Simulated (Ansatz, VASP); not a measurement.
**Mg in VASP and in Ansatz**

File INCAR:

```
PREC = Accurate
ENCUT = 520
EDIFF = 1E-6
ISMEAR = -1
SIGMA = 0.1
LREAL = F
LASPH = T
NELM = 100
ALGO = Normal
ISIF = 2
LWAVE = F
LCHARG = F
GGA = B5
ALDAX = 1.0
AGGAX = 1.0
AGGAC = 1.0
ALDAC = 0.0
NBANDS = 7
```

KPOINTS

```
Automatic mesh
0
Gamma
  14 14 14
```

File POSCAR:

```
Mg
1.0
   -1.7549700372      1.7549700372      1.7549700372
    1.7549700372     -1.7549700372      1.7549700372
    1.7549700372      1.7549700372     -1.7549700372
Mg
1
Direct
    0.0000000000      0.0000000000      0.0000000000
```

Input for Ansatz:

```yaml
crystal:
  lattice:
    - [-1.7549700372, 1.7549700372, 1.7549700372]
    - [1.7549700372, -1.7549700372, 1.7549700372]
    - [1.7549700372, 1.7549700372, -1.7549700372]
  atoms:
    - { symbol: Mg, position: [0.0, 0.0, 0.0] }
hamiltonian:
  xc: blyp
  pseudopotentials:
    kind: paw
    azcp:
      Mg: "pseudopotentials/Mg.paw.azcp"
basis:
  ecutwfc: 420
  fft_grid_basis: typed
kpoints:
  mp_grid: { grid: [14, 14, 14], shift: [0, 0, 0] }
magnetization:
  spin_polarized: false
scf:
  occupations: { method: fermi_dirac, width: 0.1 }
  lower_state_search: "off"
output:
  stress: true
```

Alike in both runs: task single point; functional BLYP; k mesh 14 × 14 × 14; occupations fermi-dirac, width 0.1 eV; no spin polarisation.

|  | VASP | Ansatz |
| --- | --- | --- |
| version | VASP 6.6.1 | Ansatz 0.2.0 |
| potentials or method | VASP PAW PBE potentials, release 64 (Mg) | plane waves (420 eV) with PAW, scalar-relativistic |
| plane-wave cutoff (eV) | 520 | 420 |
| valence electrons in the cell | 2 | 10 |

|  | VASP | Ansatz | Ansatz less VASP |
| --- | --- | --- | --- |
| pressure (GPa) | 3.0 | 3.0 | +0.03 |

The two sets of potentials don't hold the same shells in valence.

Caveats: the PAW data sets were made with another functional, which shifts forces and pressure a little (VASP).
